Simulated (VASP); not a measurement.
## Results of a VASP single-point calculation on GaN (strained rocksalt)

POSCAR

```
Ga N
 1.0000000000000000
     0.0000000000000000    2.0663449296000000    2.1525128120999999
     2.0663449296000000    0.0000000000000000    2.1525128120999999
     2.0663449296000000    2.0663449296000000    0.0000000000000000
 Ga  N
   1   1
Cartesian
  0.0000000000000000  0.0000000000000000  0.0000000000000000
  2.0663449296000000  2.0663449296000000  2.1525128120999999
```

```json
{"gap between bands v and c": "0.57 eV", "least direct gap": "2.87 eV"}
```

Band v is the last that the valence electrons fill when counted band by band, and c is the next. Levels in eV from the top of v:

| point | v−1 | v | c | c+1 |
| --- | --- | --- | --- | --- |
| Γ | -0.74 | -0.39 | 2.48 | 14.61 |
| X | -3.59 | -3.01 | 0.57 | 7.64 |
| K | -5.99 | -2.07 | 3.65 | 9.25 |
| L | -0.36 | -0.14 | 4.69 | 8.85 |
| W | -5.47 | -4.88 | 5.47 | 10.13 |

Question: Which of these levels of theory gave these results?
A. HSE06
B. LDA
C. r²SCAN
D. PBE0
E. PBE with spin–orbit coupling
F. PBE
G. PBEsol

Answer: F.

The INCAR was:

```
IBRION = -1
LCHARG = .FALSE.
LWAVE = .FALSE.
ISMEAR = -1
PREC = Accurate
NELM = 120
NBANDS = 16
NSW = 0
ENCUT = 520
LASPH = .TRUE.
LREAL = .FALSE.
EDIFF = 1E-7
GGA = PE
SIGMA = 0.02
ISIF = 2
```
